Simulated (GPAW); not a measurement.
Wanted: an ASE script for a GPAW 26.7.0 run.

```yaml
Task: single point
Functional: LDA
Potentials_or_basis: the program's PAW data sets (release 1.2.1) made for this functional
Cutoff: 600 eV
Basis: pw
k_mesh: 9 × 9 × 1
Occupations: fermi-dirac, width 0.05 eV
Spin: no spin polarisation
Ranks: 4
Maxiter: 150
```

Slab: Te2Mo, a slab with vacuum.

```
Te Mo
1.0
     3.51820    0.00000    0.00000
    -1.75910    3.04685    0.00000
     0.00000    0.00000   25.97360
Te Mo
4 2
Direct
  0.33333 0.66667 0.56510
  0.66667 0.33333 0.29610
  0.33333 0.66667 0.70390
  0.66667 0.33333 0.43490
  0.33333 0.66667 0.36550
  0.66667 0.33333 0.63450
```

One way to write it, as run:

run.py

```python
from ase import Atoms
from ase.dft.bandgap import bandgap
from ase.io import write
from ase.units import GPa
from ase.parallel import parprint
from gpaw import GPAW, PW

atoms = Atoms(['Te', 'Te', 'Te', 'Te', 'Mo', 'Mo'],
              cell=[[3.5182000019, 0.0, 0.0],
                    [-1.759100001, 3.0468505772, 0.0],
                    [0.0, 0.0, 25.9736]],
              scaled_positions=[[0.33333333, 0.66666667, 0.56509708],
                                [0.6666666633, 0.3333333367, 0.29610087],
                                [0.33333333, 0.66666667, 0.70389913],
                                [0.6666666633, 0.3333333367, 0.43490292],
                                [0.33333333, 0.66666667, 0.36550189],
                                [0.6666666633, 0.3333333367, 0.63449811]],
              pbc=True)

calc = GPAW(mode=PW(600),
            xc='LDA',
            kpts={'size': (9, 9, 1), 'gamma': True},
            occupations={'name': 'fermi-dirac', 'width': 0.05},
            nbands=46,
            convergence={'density': 1e-05, 'energy': 1e-05},
            maxiter=150,
            txt='gpaw.txt')
atoms.calc = calc
energy = atoms.get_potential_energy()
forces = atoms.get_forces()
stress = atoms.get_stress()
calc.write('gs.gpw')
write('result.traj', atoms)
parprint(f'Energy: {energy:.6f} eV')
parprint('Forces (eV/A):')
parprint(forces.round(4))
parprint('Stress (GPa):', (stress / GPa).round(3))
parprint('Fermi level:', round(calc.get_fermi_level(), 4), 'eV')
parprint(f'Gap: {bandgap(calc)[0]:.4f} eV, direct: {bandgap(calc, direct=True)[0]:.4f} eV')
```

Potentials or basis: the program's PAW data sets (release 1.2.1) made for this functional, pw.

Run with:

```console
$ OMP_NUM_THREADS=1 mpirun -n 4 gpaw python run.py
```

It gave:

- Largest force: 0.494 eV/Å
- Band gap on the k mesh: 1.01 eV, indirect (least direct gap 1.08 eV)

Caveat: spin-orbit coupling is left out, which moves the levels of the heavy elements.

Run time: 35 s on 4 MPI ranks on Intel(R) Xeon(R) Platinum 8375C CPU @ 2.90GHz (Ice Lake) (shared host), peak memory 0.3 GiB a rank.
